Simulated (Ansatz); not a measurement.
Starting structure, (210) slab as cut from the bulk (SiC, F-43m (No. 216), (2 1 0) face):

```
CELL_PARAMETERS angstrom
4.35629 0.00000 0.00000
-2.17814 4.87048 0.00000
0.00000 0.00000 25.71506
ATOMIC_POSITIONS crystal
Si 0.70000 0.40000 0.29166
C 0.80000 0.10000 0.31060
Si 0.40000 0.80000 0.32954
C 0.50000 0.50000 0.34848
Si 0.10000 0.20000 0.36742
C 0.20000 0.90000 0.38636
Si 0.80000 0.60000 0.40530
C 0.90000 0.30000 0.42424
Si 0.50000 0.00000 0.44318
C 0.60000 0.70000 0.46212
Si 0.20000 0.40000 0.48106
C 0.30000 0.10000 0.50000
Si 0.90000 0.80000 0.51894
C 0.00000 0.50000 0.53788
Si 0.60000 0.20000 0.55682
C 0.70000 0.90000 0.57576
Si 0.30000 0.60000 0.59470
C 0.40000 0.30000 0.61364
Si 0.00000 0.00000 0.63258
C 0.10000 0.70000 0.65152
Si 0.70000 0.40000 0.67046
C 0.80000 0.10000 0.68940
Si 0.40000 0.80000 0.70834
```

Theory: Ansatz, DFT r2SCAN, scalar-relativistic, plane waves, PAW. Plane waves to 500 eV, a k mesh through Γ of 7×6×1 on the computed 23-atom cell and Gaussian smearing (0.05 eV); no spin polarisation. A dipole correction removes the field between periodic images along c.

All atoms are free. The cell is fixed. Force threshold 0.02 eV/Å.

Task: Where does it end?

Result: The energy falls by 2.184 eV in 7 steps, to:

```xyz
23
Lattice="4.3563 0.0000 0.0000 -2.1781 4.8705 0.0000 0.0000 0.0000 25.7151" Properties=species:S:1:pos:R:3 pbc="T T T"
Si    2.5404    2.1744    7.8070
C     3.1407    0.5119    8.0005
Si   -0.0615    3.8954    8.4822
C     1.0658    2.4604    8.9216
Si   -0.0122    0.9414    9.3721
C    -1.1268    4.3834    9.9568
Si    2.1576    2.9256   10.4489
C     3.2643    1.4599   10.8951
Si    2.1612    0.0109   11.3914
C     1.0574    3.4086   11.8881
Si   -0.0215    1.9427   12.3663
C     1.0738    0.4870   12.8575
Si    2.1567    3.9019   13.3488
C    -1.1207    2.4360   13.8270
Si    2.1612    0.9632   14.3237
C     1.0861    4.3847   14.8200
Si   -0.0205    2.9190   15.2662
C     1.0514    1.4612   15.7582
Si   -0.0122    0.0327   16.3429
C    -1.1124    3.3842   16.7934
Si    2.1167    1.9492   17.2329
C     3.1407    0.4622   17.7146
Si    0.3623    3.6702   17.9081
```

Cost: 1 run of about 13 core-minutes, on Intel Xeon 6975P-C (Granite Rapids) (shared hosts).